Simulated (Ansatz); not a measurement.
The system is GaN.

```xyz
2
Lattice="0.0000 2.1352 2.1352 2.1352 0.0000 2.1352 2.1352 2.1352 0.0000" Properties=species:S:1:pos:R:3 pbc="T T T"
Ga    0.0000    0.0000    0.0000
N     2.1352    2.1352    2.1352
```

Measurements of this composition are mostly on another form, of space group No. 186.

Below is the output of Ansatz 0.2.0 for this cell. Logs are shortened: lines on timing, memory, paths and dates and some standing lists are left out, and cuts for length are marked.

```text
Warning: output.stress: scf.convergence.dr2_threshold = 1e-7 eV (the SCF's general default) is looser than the 2e-10 eV advised for a printed stress (1e-10 eV for each atom of the cell: 2). What an SCF threshold leaves in a stress goes as its square root, and in the free energy as the threshold itself, and one threshold admits the most on a small cell: of the crystals measured, under no hybrid functional and no lock of the moments, on runs that ended without the residual-converged pass, on stresses that held no estimate of that error, the worst erred by over 100 MPa in a component at 1e-7 eV an atom and by under 5 at 1e-10. Set scf.convergence.dr2_threshold to 2e-10 eV or tighter. The threshold is an SCF's pass mark: one that does not reach it within its budget of iterations ends unconverged, or closes short of it on a stop that the run arms, and scf.convergence.dr2_threshold's page says what that costs each kind of run
Warning: output.stress: scf.exx.energy_threshold = 1e-6 eV is looser than the 2e-8 eV advised for a stress under a hybrid functional (1e-8 eV for each atom of the cell: 2). Every SCF of the exchange loop can meet its threshold on dr2 while the loop round them stops early: no threshold on dr2 bounds what that leaves in the stress. Set scf.exx.energy_threshold to 2e-8 eV or tighter. The threshold is the loop's pass mark: a loop that does not reach it within its budget of cycles ends unconverged, and scf.exx.energy_threshold's page has the law
Warning: RAYON_NUM_THREADS=2 ignored (pool sized by the plan → 2); use --threads N
Engine: ansatz 0.2.0, aarch64-unknown-linux-gnu
Pseudopotentials: kind: paw
Pseudopotential: Ga, paw, valence charge 13, recommended cutoff 420 eV (normal), Ga.paw.azcp
Pseudopotential: N, paw, valence charge 5, recommended cutoff 420 eV (normal), N.paw.azcp
Functional definition: unnamed
  parameter a_1 = 0.5
  parameter omega_1 = 0.2/angstrom
  exchange = pbe_x + (-a_1)*pbe_x_sr(omega_1) + a_1*exact_x_sr(omega_1)
  correlation = pbe_c
Crystal: 2 atoms, lattice volume = 19.470 Å³
Basis set: ecut = 420 eV, 339 PW (Γ), exchange–correlation on 48×48×48 points (8 copies of the dense FFT grid, shifted against one another)
Bands: 13, of which v1, the nominal top of the filled ones, is band 9 counted from 1 (8 counted from 0)
Symmetry: 48 space group operations
Space group: Fm-3m (ITA 225), of the structure as read, at distance tolerance 2.7e-5 Å
k-points: 16 of 216
Non-local potential: Ga, projectors of the file, l = 0: 2, l = 1: 2, l = 2: 3, l = 3: 1
Non-local potential: N, projectors of the file, l = 0: 2, l = 1: 2, l = 2: 1
PAW form: soft (Blöchl's): semilocal exchange-correlation on the pseudo side does not see the compensation charge
PAW frozen core: Ga, regenerated for the run's functional, and the local potential with it (the file was generated under x = pbe(κ = 0.804, μ = 0.2195149727645171), c = pbe(β = 0.06672455060314922))
PAW frozen core: N, regenerated for the run's functional, and the local potential with it (the file was generated under x = pbe(κ = 0.804, μ = 0.2195149727645171), c = pbe(β = 0.06672455060314922))
[... 46 lines left out ...]
hybrid outer 3: dexx = +2.634e-8 eV, tail = 7.36e-9 eV, Δε = 6.10e-4 eV (about 1.03e-4 eV left of the loop's levels), ΔF = 9.86e-30 eV/Å (tail 6.55e-30)
hybrid SCF converged: 3 outer / 14 inner (+4 warm-up), last move |dexx| = 2.63e-8 eV, tail = 7.36e-9 eV
Stability not checked: this state was not tested for a lower state beside it, because the functional holds exact exchange (a hybrid, or Hartree-Fock), whose exchange loop this test does not read (fock_operator; see scf.lower_state_search)
Free energy (F): -4168.093613 eV
Frozen-core exchange: fock
Harris-Foulkes:  -4168.093613 eV  (|F-HF|=9.03e-10)
Internal energy: -4168.093613 eV  (E = F + TS)
E sigma→0 (E₀):  -4168.093613 eV
Fermi energy:    12.621586 eV
--- Per-component energies (eV) ---
  E_band       = -46.369203
  E_kinetic    = 245.679546
  E_local      = -1697.502396  (includes V_loc(G=0)·N_el)
  E_nonlocal   = 477.888463
  E_hartree    = 800.962118
  E_xc         = -77.840825
  E_vxc        = -79.751458  (∫ρ·V_xc dr)
  E_exx        = -125.018894  (= α·E_x^exact, valence–valence)
  E_paw        = -2053.946082  (= ΣΔE_a)
  E_vpaw       = -344.569002  (= ΣTr[D̂ρ^β])
  E_aug_tail   = -0.000174  (compensation charges beyond the density's cutoff)
  E_ewald      = -1738.436881
  E_core_change = 0.121513  (= ΣΔE_core)
  E_smearing   = -0.000000  (= −TS)
  E_closure    = -0.000001  (closes the sum)
  Σ components = -4168.093613   (vs F -4168.093613, Δ=0.00e0)
--- Forces (eV/Å), atoms counted from 1 ---
  atom   1  Ga     0.00000000    -0.00000000    -0.00000000
  atom   2  N      0.00000000    -0.00000000     0.00000000
  max |Σ_I F_I| component: 2.10e-29 eV/Å
--- Stress (GPa, compression-positive) ---
      -18.599386       0.000000      -0.000000
       -0.000000     -18.599386       0.000000
       -0.000000      -0.000000     -18.599386
  P = ⅓ Tr σ = -18.5994 GPa (-185.994 kbar)
--- Band table (eV; the first three rows and the last of 16) ---
  k-point 0: bands = ["-9.1367", "-7.7503", "-7.7503", "-7.7254", "-7.7254", "-7.7254", "10.5643", "10.5643", "10.5643", "15.6458", "28.4085", "28.4085", "28.4085"]
  k-point 1: bands = ["-8.5612", "-7.7939", "-7.7939", "-7.7314", "-7.6870", "-7.6870", "7.7712", "10.5975", "10.5975", "17.6687", "24.7939", "26.9421", "26.9421"]
  k-point 2: bands = ["-7.8857", "-7.8857", "-7.8305", "-7.6033", "-7.6033", "-6.9676", "3.7682", "10.7113", "10.7113", "18.5523", "23.9173", "24.1574", "24.1574"]
  k-point 15: bands = ["-8.7619", "-7.7889", "-7.7607", "-7.6102", "-7.5007", "-3.3987", "3.9808", "6.2191", "6.5004", "17.4147", "23.0283", "25.7544", "25.7722"]
```

**Question.** What input gives this log?

**Answer.** Single point with HSE06 form with a typed share of exact exchange, no spin polarisation. The files as run (others can give the same):

input.yaml
```yaml
crystal:
  lattice:
    - [0.0, 2.135235, 2.135235]
    - [2.135235, 0.0, 2.135235]
    - [2.135235, 2.135235, 0.0]
  atoms:
    - { symbol: Ga, position: [0.0, 0.0, 0.0] }
    - { symbol: "N", position: [0.5, 0.5, 0.5] }
hamiltonian:
  xc: { exchange: pbe, correlation: pbe, exx: { coeff: 0.5, omega: 0.2 } }
  pseudopotentials: { kind: paw }
kpoints:
  mp_grid: { grid: [6, 6, 6] }
scf:
  occupations: { method: fermi_dirac, width: 0.05 }
output:
  forces: true
  stress: true
  eigenvalues: true
```

Potentials or basis: Ansatz PAW.
The run is started by
```bash
$ ansatz run input.yaml --threads 2 --pin off --max-ram 5632MiB --backend cpu --events-out ev --progress --plain --runs-dir out
```

Caveat: the k mesh is coarse (spacing up to 0.42 Å⁻¹), so the values aren't converged, least of all with exact exchange; the pressure holds a Pulay correction of +0.6 GPa for the finite cutoff; the PAW data sets come from PBE, with cores solved anew for the run's functional, which leaves a small shift of forces and pressure; the thresholds are loose for stress.
